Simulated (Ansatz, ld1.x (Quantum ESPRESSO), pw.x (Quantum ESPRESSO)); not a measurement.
Equation-of-state test of one TM potential (Be)

```
Element                 : beryllium (Be)
Generator               : ld1.x (Quantum ESPRESSO) 7.5
Type                    : norm-conserving Troullier–Martins (Kleinman–Bylander form)
Functional              : PBE
Relativity              : scalar-relativistic
Frozen core             : [He]
Valence charge          : 2
Reference configuration : 2s2 2p0
Partial waves           : 2p (bound, empty): rc 4.20 bohr; 3d channel at -0.05 Ry: rc 3.55 bohr; 2s (bound): rc 1.25 bohr
Local potential         : the s channel
Core correction         : none
```

Crystal test: fcc Be in pw.x 7.5, no spin, 18³ k-points, Fermi–Dirac smearing 0.01 Ry, cutoffs 100/400 Ry. The reference is all-electron LAPW (Ansatz 0.2.0) with the same functional, mesh and smearing; V0 and B0 come from Birch–Murnaghan fits to the pressures at five volumes. Errors are pseudo minus all-electron; Δ is the rms difference of the E(V) curves that follow from these fits, minima aligned, over ±6 % about the mean V0. Mesh and smearing are coarse, so the numbers serve the comparison and aren't converged zero-temperature values; the lattice is a test structure that the element need not adopt.

All-electron: a0 = 3.160 Å (V0 = 7.89 Å³/atom), B0 = 119.0 GPa.

Question: How far does the potential miss the all-electron equation of state?

Answer: mean pressure error (GPa): -52.84. The pressure does not cross zero within the volumes sampled, so no fit is given. The largest radius (4.20 bohr) exceeds half the bond length (2.11 bohr), so the spheres overlap, which is one possible source of error among others. This is a poor potential for the solid. The pseudo pressure rises with volume over the whole range, a mechanical instability.

```json
{"V (Å³/atom)": "7.518", "P all-electron (GPa)": "6.22", "P pseudo (GPa)": "-55.39"}
{"V (Å³/atom)": "7.716", "P all-electron (GPa)": "2.75", "P pseudo (GPa)": "-54.12"}
{"V (Å³/atom)": "7.914", "P all-electron (GPa)": "-0.36", "P pseudo (GPa)": "-52.86"}
{"V (Å³/atom)": "8.112", "P all-electron (GPa)": "-3.15", "P pseudo (GPa)": "-51.62"}
{"V (Å³/atom)": "8.310", "P all-electron (GPa)": "-5.65", "P pseudo (GPa)": "-50.40"}
```

Question: At the middle volume, how do free energy and pressure move when the wave cutoff is lowered (ecutrho kept at four times it)?

Answer:

```
cutoff (Ry)  shift of F (meV/atom)  shift of P (GPa)
         45                   +9.7             -0.39
         60                   +6.7             +0.08
         80                   +2.8             -0.19
```

Input at the middle volume:

```
&control
  calculation='scf', prefix='x', pseudo_dir='./', outdir='./tmp', tstress=.true., disk_io='none'
/
&system
  ibrav=0, nat=1, ntyp=1, ecutwfc=100, ecutrho=400, nbnd=8,
  occupations='smearing', smearing='fd', degauss=0.01
/
&electrons
  conv_thr=1e-09, mixing_beta=0.4, electron_maxstep=70
/
ATOMIC_SPECIES
Be 1.0 Be.UPF
CELL_PARAMETERS angstrom
  0.00000000 1.58169236 1.58169236
  1.58169236 0.00000000 1.58169236
  1.58169236 1.58169236 0.00000000
ATOMIC_POSITIONS crystal
Be 0.0000 0.0000 0.0000
K_POINTS automatic
18 18 18 0 0 0
```

```bash
pw.x < Be.scf.in > Be.scf.out
```

Lines of the output:

```
Message from routine setup:
     using ibrav=0 with symmetry is DISCOURAGED, use correct ibrav instead
     lattice parameter (alat)  =       4.2270  a.u.
     unit-cell volume          =      53.4063 (a.u.)^3
     number of electrons       =         2.00
     number of Kohn-Sham states=            8
     kinetic-energy cutoff     =     100.0000  Ry
     charge density cutoff     =     400.0000  Ry
     scf convergence threshold =      1.0E-09
     Exchange-correlation= PBE
     number of k points=   195  Fermi-Dirac smearing, width (Ry)=  0.0100
     iteration #  1     ecut=   100.00 Ry     beta= 0.40
     total energy              =      -2.32500084 Ry
     estimated scf accuracy    <       0.00347543 Ry
     iteration #  2     ecut=   100.00 Ry     beta= 0.40
     total energy              =      -2.32595904 Ry
     estimated scf accuracy    <       0.00125937 Ry
     iteration #  3     ecut=   100.00 Ry     beta= 0.40
     total energy              =      -2.32602919 Ry
     estimated scf accuracy    <       0.00000099 Ry
     iteration #  4     ecut=   100.00 Ry     beta= 0.40
     total energy              =      -2.32603171 Ry
     estimated scf accuracy    <       0.00000028 Ry
     iteration #  5     ecut=   100.00 Ry     beta= 0.40
     total energy              =      -2.32603174 Ry
     estimated scf accuracy    <          1.2E-09 Ry
     iteration #  6     ecut=   100.00 Ry     beta= 0.40
     the Fermi energy is     7.9642 ev
!    total energy              =      -2.32603175 Ry
     estimated scf accuracy    <          4.2E-10 Ry
     smearing contrib. (-TS)   =      -0.00037613 Ry
     The total energy is F=E-TS. E is the sum of the following terms:
     one-electron contribution =       1.91871908 Ry
     hartree contribution      =       0.00752159 Ry
     xc contribution           =      -1.18403734 Ry
     ewald contribution        =      -3.06785894 Ry
     convergence has been achieved in   6 iterations
          total   stress  (Ry/bohr**3)                   (kbar)     P=     -528.59
     Message from routine punch:
     Nothing written, as per user request (disk_io='none')
```

The run at the middle volume (195 k-points, 6 iterations) took about 16 s on one core of a shared host (Neoverse-V1, 64 threads, 503 GiB, load 10).
